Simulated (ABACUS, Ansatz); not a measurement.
Given: the input of a run of ABACUS 3.10.1 on SnO2 (Cassiterite). 

INPUT

```
INPUT_PARAMETERS
suffix              SnO2
calculation         scf
basis_type          pw
pseudo_dir          ./
symmetry            1
dft_functional      pbe
ecutwfc             84
pseudo_rcut         10
nspin               1
nbands              32
ks_solver           dav
smearing_method     fd
smearing_sigma      0.00367493
scf_thr             1e-08
scf_nmax            100
mixing_type         broyden
mixing_beta         0.7
cal_force           1
cal_stress          1
out_chg             1
out_pot             2
out_elf             1
```

File STRU:

```
ATOMIC_SPECIES
Sn 118.7100 Sn.upf
O 15.9990 O.upf

LATTICE_CONSTANT
1.8897261246

LATTICE_VECTORS
4.7380000000 0.0000000000 0.0000000000
0.0000000000 4.7380000000 0.0000000000
0.0000000000 0.0000000000 3.1865000000

ATOMIC_POSITIONS
Direct

Sn
0.0
2
0.5000000000 0.5000000000 0.5000000000 1 1 1
0.0000000000 0.0000000000 0.0000000000 1 1 1

O
0.0
4
0.8071000000 0.1929000000 0.5000000000 1 1 1
0.6929000000 0.6929000000 0.0000000000 1 1 1
0.1929000000 0.8071000000 0.5000000000 1 1 1
0.3071000000 0.3071000000 0.0000000000 1 1 1
```

KPT

```
K_POINTS
0
Gamma
6 6 8 0 0 0
```

Potentials or basis: PseudoDojo NC SR 0.4.1 PBE standard, plane waves.

Command:

```sh
$ OMP_NUM_THREADS=1 mpirun -np 4 abacus > log
```

**Question.** What does the same run look like in Ansatz 0.2.0? Potentials or basis there: Ansatz PAW (earlier soft set), cutoff 420 eV.

**Answer.** As run (cutoffs and basis follow the program's own potentials, and thresholds, step limits or extra output files can differ):

Contents of input.yaml:

```yaml
crystal:
  lattice:
    - [4.738, 0.0, 0.0]
    - [0.0, 4.738, 0.0]
    - [0.0, 0.0, 3.1865]
  atoms:
    - { symbol: Sn, position: [0.5, 0.5, 0.5] }
    - { symbol: Sn, position: [0.0, 0.0, 0.0] }
    - { symbol: O, position: [0.8071, 0.1929, 0.5] }
    - { symbol: O, position: [0.6929, 0.6929, 0.0] }
    - { symbol: O, position: [0.1929, 0.8071, 0.5] }
    - { symbol: O, position: [0.3071, 0.3071, 0.0] }
hamiltonian:
  xc: pbe
  pseudopotentials: { kind: paw, azcp: { folder: soft_1 } }
kpoints:
  mp_grid: { grid: [6, 6, 8] }
scf:
  occupations: { method: fermi_dirac, width: 0.05 }
output:
  forces: true
  stress: true
  eigenvalues: true
```

Potentials or basis: Ansatz PAW soft_1.

The run is started by

```console
$ ansatz run input.yaml --threads 1 --pin off --max-ram 3584MiB --backend cpu --events-out ev --progress --plain --runs-dir out
```

Both were run:

|  | ABACUS | Ansatz |
| --- | --- | --- |
| Pressure | 12.4 GPa | 11.1 GPa |
| Largest force | 0.283 eV/Å | 0.271 eV/Å |

Ansatz's pressure holds a Pulay term of +0.36 GPa for its cutoff of 420 eV, which the other run lacks.

Where Ansatz's input types no cutoff or centring, it takes its own default and a Γ-centred mesh.

The cell lies far from this level's equilibrium.

Pressure is positive in compression.
